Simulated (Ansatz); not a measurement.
Sb under changes of volume

One of the cells (32.896 Å³/atom); the others are scaled copies at fixed shape and fractional positions:

```
Sb
1.0
    -4.03001    4.03001    2.02549
     4.03001   -4.03001    2.02549
     4.03001    4.03001   -2.02549
Sb
4
Direct
  0.65126 0.15126 0.80253
  0.15126 0.34874 0.50000
  0.34874 0.84874 0.19747
  0.84874 0.65126 0.50000
```

This isn't the form of Sb at room conditions, which is rhombohedral.

- Program: Ansatz 0.2.0
- Functional: LDA
- Potentials or basis: all-electron LAPW, scalar-relativistic
- Cutoff: 190 eV (chosen from the basis error)
- Basis error allowed: 0.002 eV/atom
- k mesh: 7 × 7 × 7
- Occupations: fermi-dirac, width 0.05 eV
- Spin: no spin polarisation

```tsv
volume (Å³/atom)	energy over the lowest point (meV/atom)	pressure (GPa)	largest force (eV/Å)
30.922	?	?	?
31.580	0.00	0.3	0.024
32.238	1.01	-0.8	0.010
32.896	6.39	-1.8	0.042
33.554	15.64	-2.7	0.070
34.212	28.34	-3.4	0.097
34.870	44.09	-4.1	0.122
```

Question: What does the run at 30.922 Å³/atom give?

Answer: Energy over the lowest point 3.88 meV/atom; pressure 1.6 GPa; largest force 0.061 eV/Å.

Worked out: A Birch-Murnaghan fit of order 3 (a polynomial in V^(-2/3)) to the other rows has its minimum at 31.76 Å³/atom with B0 = V·E''(V) = 56 GPa and B' = 4.7 at fixed shape and positions, which overstates the stiffness. It gives 3.91 meV/atom at 30.922 Å³/atom, against the run's 3.88, and -dE/dV = 1.6 GPa, against 1.6.

Energies are extrapolated to zero smearing.
